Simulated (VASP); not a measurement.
# ZrSe2 (P-3m1) in VASP: band structure with PBE+D3(BJ)

Aim: the band structure of ZrSe2 with PBE+D3(BJ).

Program: VASP 6.6.1. These are calculated values, not measurements. Logs are shortened: lines on timing, memory, paths and dates and some standing lists are left out, and cuts for length are marked.

**The experiment to reproduce.**

“Stress-Tuned Optical Transitions in Layered 1T-MX2 (M= Hf, Zr, Sn; X= S, Se) Crystals”, 2022, arxiv:2210.12074 quotes, for a bulk crystal of ZrSe2: band gap 1.2 eV (indirect).

The results are compared with them further down.

### Step 1. Starting point

It takes space group P-3m1 (No. 164, trigonal). Conventional cell: a = 3.739 Å, b = 3.739 Å, c = 6.032 Å, α = 90.00°, β = 90.00°, γ = 120.00°. Around Zr (site symmetry -3m) lie 6 Se at 2.69 Å. Around Se (site symmetry 3m) lie 3 Zr at 2.69 Å.

### Step 2. Band structure, PBE+D3(BJ)

File INCAR:

```
SYSTEM = ZrSe2
ALGO = Fast
EDIFF = 1E-7
ENCUT = 520
GGA = PE
ICORELEVEL = 1
ISIF = 2
ISMEAR = 0
IVDW = 12
LASPH = .TRUE.
LCHARG = .FALSE.
LMAXMIX = 4
LREAL = .FALSE.
LWAVE = .FALSE.
NBANDS = 19
NELM = 80
PREC = Accurate
SIGMA = 0.03
```

File KPOINTS:

```
k-points
0
G
  9 9 5
  0 0 0
```

File POSCAR:

```
ZrSe2                                   
1.0
    3.7385416541     -0.0000000000      0.0000000000
   -1.8692708270      3.2376720422     -0.0000000000
   -0.0000000000     -0.0000000000      6.0321879096
  Zr              Se            
     1     2
Direct
     0.0000000000000000    1.0000000000000000    0.0000000000000000
     0.3333333300000021    0.6666666699999979    0.2650003788605465
     0.6666666699999979    0.3333333300000021    0.7349996211394535
```

File KPOINTS_OPT:

```
explicit points
141
Reciprocal
 0.0000000000  0.0000000000  0.0000000000 1
 0.0357142857  0.0000000000  0.0000000000 1
 0.0714285714  0.0000000000  0.0000000000 1
 0.1071428571  0.0000000000  0.0000000000 1
 0.1428571429  0.0000000000  0.0000000000 1
 0.1785714286  0.0000000000  0.0000000000 1
[... 133 lines left out ...]
 0.5000000000  0.0000000000  0.5000000000 1
 0.5000000000  0.0000000000  0.0000000000 1
```

Potentials or basis: VASP PAW PBE potentials, release 64 (Zr_sv, Se).

Command:

```sh
$ cat potpaw_PBE.64/Zr_sv/POTCAR potpaw_PBE.64/Se/POTCAR > POTCAR
$ mpirun -np 1 vasp_std > vasp.out
```

OUTCAR:

```text
SYSTEM = ZrSe2
   EDIFF = 1E-7
   ENCUT = 520
   GGA = PE
   ISIF = 2
   ISMEAR = 0
   IVDW = 12
   LASPH = .TRUE.
   LREAL = .FALSE.
   NELM = 80
   PREC = Accurate
 IVDW          = 12

 ion  position               nearest neighbor table
   1  0.000  0.000  0.000-   2 2.69   3 2.69   2 2.69   3 2.69   3 2.69   2 2.69
   2  0.333  0.667  0.265-   1 2.69   1 2.69   1 2.69
   3  0.667  0.333  0.735-   1 2.69   1 2.69   1 2.69

  LATTYP: Found a hexagonal cell.
 ALAT       =     3.7385416541
 C/A-ratio  =     1.6135136285

  Lattice vectors:

 A1 = (   3.7385416541,   0.0000000000,   0.0000000000)
 A2 = (  -1.8692708270,   3.2376720422,   0.0000000000)
 A3 = (   0.0000000000,   0.0000000000,   6.0321879096)

Analysis of symmetry for initial positions (statically):
=====================================================================
 Subroutine PRICEL returns:
 Original cell was already a primitive cell.

 Routine SETGRP: Setting up the symmetry group for a
 hexagonal supercell.

 Subroutine GETGRP returns: Found 12 space group operations
 (whereof 12 operations were pure point group operations)
 out of a pool of 24 trial point group operations.

The static configuration has the point symmetry D_3d.

Analysis of symmetry for dynamics (positions and initial velocities):
=====================================================================
 Subroutine PRICEL returns:
 Original cell was already a primitive cell.

 Routine SETGRP: Setting up the symmetry group for a
 hexagonal supercell.

 Subroutine GETGRP returns: Found 12 space group operations
 (whereof 12 operations were pure point group operations)
 out of a pool of 24 trial point group operations.

The dynamic configuration has the point symmetry D_3d.

 Subroutine INISYM returns: Found 12 space group operations
 (whereof 12 operations are pure point group operations),
 and found     1 'primitive' translations

----------------------------------------------------------------------------------------

                                     Primitive cell

  volume of cell :      73.0146

  direct lattice vectors                    reciprocal lattice vectors
     3.738541654  0.000000000  0.000000000     0.267483980  0.154431948  0.000000000
    -1.869270827  3.237672042  0.000000000     0.000000000  0.308863896  0.000000000
     0.000000000  0.000000000  6.032187910     0.000000000  0.000000000  0.165777329

  length of vectors
     3.738541654  3.738541651  6.032187910     0.308863895  0.308863896  0.165777329

  position of ions in fractional coordinates (direct lattice)
     0.000000000  0.000000000  0.000000000
     0.333333330  0.666666670  0.265000379
     0.666666670  0.333333330  0.734999621

  ion indices of the primitive-cell ions
   primitive index   ion index
                 1           1
                 2           2
                 3           3

----------------------------------------------------------------------------------------

 KPOINTS: k-points

Automatic generation of k-mesh.
 Grid dimensions read from file:
 generate k-points for:    9    9    5

 Generating k-lattice:

  Cartesian coordinates                     Fractional coordinates (reciprocal lattice)
     0.029720442  0.017159105  0.000000000     0.111111111  0.000000000  0.000000000
     0.000000000  0.034318211  0.000000000     0.000000000  0.111111111  0.000000000
     0.000000000  0.000000000  0.033155466     0.000000000  0.000000000  0.200000000

  Length of vectors
     0.034318211  0.034318211  0.033155466

  Shift w.r.t. Gamma in fractional coordinates (k-lattice)
     0.000000000  0.000000000  0.000000000

 Subroutine IBZKPT returns following result:
 ===========================================

 Found     50 irreducible k-points:

 Following reciprocal coordinates:
            Coordinates               Weight
  0.000000  0.000000  0.000000      1.000000
  0.111111  0.000000  0.000000      6.000000
  0.222222  0.000000  0.000000      6.000000
  0.333333  0.000000  0.000000      6.000000
  0.444444  0.000000  0.000000      6.000000
  0.111111  0.111111  0.000000      6.000000
[... 16 lines left out ...]
  0.222222  0.111111  0.200000     12.000000
 -0.111111  0.333333  0.200000     12.000000
 [... further k-points ...]
   k-points           NKPTS =     50   k-points in BZ     NKDIM =     50   number of bands    NBANDS=     19
   number of dos      NEDOS =    301   number of ions     NIONS =      3
   total plane-waves  NPLWV =  37632
   dimension x,y,z NGX =    28 NGY =   28 NGZ =   48
   dimension x,y,z NGXF=    56 NGYF=   56 NGZF=   96
   ions per type =               1   2
   NGX,Y,Z   is equivalent  to a cutoff of  12.45, 12.45, 13.23 a.u.
   NGXF,Y,Z  is equivalent  to a cutoff of  24.90, 24.90, 26.46 a.u.
 SYSTEM =  ZrSe2
   PREC   = accura    normal or accurate (medium, high low for compatibility)
   ISTART =      0    job   : 0-new  1-cont  2-samecut
   ICHARG =      2    charge: 1-file 2-atom 10-const
   ISPIN  =      1    spin polarized calculation?
   LNONCOLLINEAR =      F non collinear calculations
   LSORBIT =      F    spin-orbit coupling
   LASPH  =      T    aspherical Exc in radial PAW
   ENCUT  =  520.0 eV  38.22 Ry    6.18 a.u.   6.95  6.95 11.22*2*pi/ulx,y,z
   NELM   =     80;   NELMIN=  2; NELMDL= -5     # of ELM steps
   EDIFF  = 0.1E-06   stopping-criterion for ELM
   LREAL  =      F    real-space projection
   EDIFFG = 0.1E-05   stopping-criterion for IOM
   NSW    =      0    number of steps for IOM
   IBRION =     -1    ionic relax: 0-MD 1-quasi-New 2-CG
   NFREE  =      0    steps in history (QN), initial steepest desc. (CG)
   ISIF   =      2    stress and relaxation
   ISYM   =      2    0-nonsym 1-usesym 2-fastsym
   POTIM  = 0.5000    time-step for ionic-motion
   TEBEG  =    0.0;   TEEND  =   0.0 temperature during run
   PSTRESS=    0.0 pullay stress
   NELECT =      24.0000    total number of electrons
   NUPDOWN=      -1.0000    fix difference up-down
   EMIN   =  10.00;   EMAX   =-10.00  energy-range for DOS
   EFERMI =   0.00;   METHOD = LEGACY
   ISMEAR =     0;   SIGMA  =   0.03  broadening in eV -4-tet -1-fermi 0-gaus
   EFERMI_NEDOS =   21; number of points for ismear=-14 and -15
   IALGO  =     68    algorithm
   IMIX   =      4    mixing-type and parameters
     AMIX     =   0.40;   BMIX     =  1.00
     AMIX_MAG =   1.60;   BMIX_MAG =  1.00
  volume/ion in A,a.u.               =      24.34       164.24
  Fermi-wavevector in a.u.,A,eV,Ry     =   1.129818  2.135047 17.367692  1.276489
  Thomas-Fermi vector in A             =   2.266513
   LORBIT       =      0    0 simple, 1 ext, 2 COOP (PROOUT), +10 PAW based schemes
   GGA     = PE    functional components
   LHFCALC =     F    Hartree Fock is set to
   AEXX    =    0.0000 exact exchange contribution
   IVDW    =    12    specifies the selected vdW correction
   LEPSILON=     F    determine dielectric tensor
   LRPA    =     F    only Hartree local field effects (RPA)
 non-spin polarized calculation
 RMM-DIIS sequential band-by-band and
 Gauss-broadening in eV      SIGMA  =   0.03
  energy-cutoff  :      520.00
  volume of cell :       73.01
 maximum number of plane-waves:      1981
   NGX = 13   NGY = 13   NGZ = 23

 number of electron      23.9999999 magnetization

 Free energy of the ion-electron system (eV)
  ---------------------------------------------------
  ext. energy  EPLUGINS =         0.00000000
  ---------------------------------------------------
  free energy    TOTEN  =       -19.52648472 eV

  energy without entropy =      -19.52639021  energy(sigma->0) =      -19.52643746

 the core state eigenenergies are
   1-  1s -17812.2123  2s  -2459.5057  2p  -2192.0075  3s   -394.7790  3p   -307.6627
       3d   -164.7700
   2-  1s -12492.0398  2s  -1595.5845  2p  -1401.9286  3s   -202.3172  3p   -141.7898
       3d    -41.9812
   3-  1s -12492.0398  2s  -1595.5845  2p  -1401.9286  3s   -202.3172  3p   -141.7898
       3d    -41.9812

 E-fermi :   5.0357     XC(G=0):  -9.7882

 val. band max:        5.0228030963   @ k =   0.0000   0.0000   0.0000
 cond. band min:       5.0716433907   @ k =   0.0000   0.4444   0.4000
 fundamental gap:      0.0488402944
 Fermi energy:         5.0357242337

 k-point     1 :       0.0000    0.0000    0.0000
  band No.  band energies     occupation
      1     -44.5645      2.00000
      2     -22.6218      2.00000
      3     -22.5017      2.00000
      4     -22.5017      2.00000
      5      -8.5396      2.00000
      6      -7.1362      2.00000
[... 11 lines left out ...]
     18       9.7532      0.00000
     19       9.8704      0.00000

 k-point     2 :       0.1111    0.0000    0.0000
  band No.  band energies     occupation
      1     -44.5628      2.00000
      2     -22.6159      2.00000
      3     -22.5267      2.00000
      4     -22.5071      2.00000
      5      -8.4223      2.00000
      6      -7.1460      2.00000
[... 11 lines left out ...]
     18      10.4634      0.00000
     19      10.8590      0.00000

 k-point     3 :       0.2222    0.0000    0.0000
  band No.  band energies     occupation
      1     -44.5584      2.00000
      2     -22.6022      2.00000
      3     -22.5883      2.00000
      4     -22.5207      2.00000
      5      -8.1073      2.00000
      6      -7.1710      2.00000
[... 11 lines left out ...]
     18      11.6430      0.00000
     19      12.1807      0.00000

 k-point     4 :       0.3333    0.0000    0.0000
  band No.  band energies     occupation
      1     -44.5535      2.00000
      2     -22.6604      2.00000
      3     -22.5831      2.00000
      4     -22.5361      2.00000
      5      -7.7111      2.00000
      6      -7.1969      2.00000
[... 407 lines left out ...]
     18      11.8223      0.00000
     19      12.0680      0.00000

 k-point    23 :       0.2222    0.1111    0.2000
  band No.  band energies     occupation
      1     -44.5551      2.00000
      2     -22.6298      2.00000
      3     -22.5895      2.00000
      4     -22.5384      2.00000
      5      -7.7575      2.00000
      6      -7.2948      2.00000
[... 11 lines left out ...]
     18      12.2160      0.00000
     19      13.4290      0.00000

 k-point    24 :      -0.1111    0.3333    0.2000
  band No.  band energies     occupation
      1     -44.5551      2.00000
      2     -22.6297      2.00000
      3     -22.5896      2.00000
      4     -22.5384      2.00000
      5      -7.8174      2.00000
      6      -7.2170      2.00000
[... 11 lines left out ...]
     18      11.7658      0.00000
     19      12.0732      0.00000

 [... further k-points ...]

------------------------ aborting loop because EDIFF is reached ----------------------------------------

 Edisp (eV)   -1.21621

 E8    (eV) :    -0.5480

  FORCE on cell =-STRESS in cart. coord.  units (eV):
  Direction    XX          YY          ZZ          XY          YZ          ZX
  --------------------------------------------------------------------------------------
  -------------------------------------------------------------------------------------
  Total      -0.00212    -0.00212    -0.00008    -0.00000     0.00000    -0.00000
  in kB      -0.04660    -0.04660    -0.00186    -0.00000     0.00000    -0.00000
  external pressure =       -0.03 kB  Pullay stress =        0.00 kB

 VOLUME and BASIS-vectors are now :
 -----------------------------------------------------------------------------
  energy-cutoff  :      520.00
  volume of cell :       73.01
      direct lattice vectors                 reciprocal lattice vectors
     3.738541654  0.000000000  0.000000000     0.267483980  0.154431948  0.000000000
    -1.869270827  3.237672042  0.000000000     0.000000000  0.308863896  0.000000000
     0.000000000  0.000000000  6.032187910     0.000000000  0.000000000  0.165777329

 POSITION                                       TOTAL-FORCE (eV/Angst)
 -----------------------------------------------------------------------------------
      0.00000      0.00000      0.00000         0.000000      0.000000      0.000000
     -0.00000      2.15845      1.59853        -0.000000      0.000000     -0.002445
      1.86927      1.07922      4.43366         0.000000      0.000000      0.002445
 -----------------------------------------------------------------------------------
    total drift:                               -0.000000     -0.000000      0.000000

  FREE ENERGIE OF THE ION-ELECTRON SYSTEM (eV)
  ---------------------------------------------------
  free  energy   TOTEN  =       -20.7426943736 eV

  energy  without entropy=      -20.7425998629  energy(sigma->0) =      -20.74264712
```

Wall time 2.7 min (1 thread of Intel Xeon Platinum 8488C (Sapphire Rapids), shared host); peak memory 0.27 GiB.

Results:

- Free energy: -20.7427 eV
- Pressure: 0.0 GPa
- Band gap on the k mesh: 0.05 eV, indirect (least direct gap 0.94 eV)
- Band gap along the path: 0.01 eV, indirect (least direct gap 0.94 eV)
- Dispersion energy per atom: -0.405 eV

Forces in eV/Å, atoms in the order of the input:
```
Zr   0.000  0.000  0.000
Se   0.000  0.000 -0.002
Se   0.000  0.000  0.002
```

Levels at the corners of the path, in eV from the valence-band top:
| point | band 9 | band 10 | band 11 | band 12 | band 13 | band 14 | band 15 | band 16 |
| --- | --- | --- | --- | --- | --- | --- | --- | --- |
| Γ | -2.77 | -0.12 | -0.12 | 0.00 | 0.94 | 0.94 | 1.22 | 3.95 |
| M | -2.98 | -2.59 | -2.53 | -1.57 | 0.25 | 2.51 | 2.93 | 4.61 |
| M | -2.98 | -2.59 | -2.53 | -1.57 | 0.25 | 2.51 | 2.93 | 4.61 |
| K | -3.88 | -2.56 | -2.56 | -1.91 | 1.71 | 2.51 | 2.51 | 3.89 |
| K | -3.88 | -2.56 | -2.56 | -1.91 | 1.71 | 2.51 | 2.51 | 3.89 |
| Γ | -2.77 | -0.12 | -0.12 | 0.00 | 0.94 | 0.94 | 1.22 | 3.95 |
| Γ | -2.77 | -0.12 | -0.12 | 0.00 | 0.94 | 0.94 | 1.22 | 3.95 |
| A | -2.68 | -2.57 | -0.39 | -0.39 | 0.89 | 0.89 | 1.73 | 4.52 |
| A | -2.68 | -2.57 | -0.39 | -0.39 | 0.89 | 0.89 | 1.73 | 4.52 |
| L | -2.87 | -2.82 | -1.06 | -1.06 | 0.01 | 2.51 | 2.90 | 4.15 |
| L | -2.87 | -2.82 | -1.06 | -1.06 | 0.01 | 2.51 | 2.90 | 4.15 |
| H | -3.50 | -2.81 | -2.22 | -2.22 | 1.77 | 1.94 | 1.94 | 4.92 |
| H | -3.50 | -2.81 | -2.22 | -2.22 | 1.77 | 1.94 | 1.94 | 4.92 |
| A | -2.68 | -2.57 | -0.39 | -0.39 | 0.89 | 0.89 | 1.73 | 4.52 |
| L | -2.87 | -2.82 | -1.06 | -1.06 | 0.01 | 2.51 | 2.90 | 4.15 |
| M | -2.98 | -2.59 | -2.53 | -1.57 | 0.25 | 2.51 | 2.93 | 4.61 |
| K | -3.88 | -2.56 | -2.56 | -1.91 | 1.71 | 2.51 | 2.51 | 3.89 |
| H | -3.50 | -2.81 | -2.22 | -2.22 | 1.77 | 1.94 | 1.94 | 4.92 |

Core levels (eV, on the scale of the bands):
```csv
atom,levels
1 Zr,"1s -17812.2, 2s -2459.5, 2p -2192.0, 3s -394.8, 3p -307.7, 3d -164.8"
2 Se,"1s -12492.0, 2s -1595.6, 2p -1401.9, 3s -202.3, 3p -141.8, 3d -42.0"
3 Se,"1s -12492.0, 2s -1595.6, 2p -1401.9, 3s -202.3, 3p -141.8, 3d -42.0"
```

### Step 3. Comparison with measurements

Step 2. Measured gap of ZrSe2: 1.2 eV (indirect; quoted in “Stress-Tuned Optical Transitions in Layered 1T-MX2 (M= Hf, Zr, Sn; X= S, Se) Crystals”, 2022, arxiv:2210.12074). This calculation gives 0.01 eV (-1.19 eV). So large a miss can be the level of theory's own, or it may mean another phase, state or a wrong row. Spin-orbit coupling on Se, Zr is left out. The value is that of PBE+D3(BJ), without temperature or zero-point motion. Semilocal functionals fall short of measured gaps as a rule.
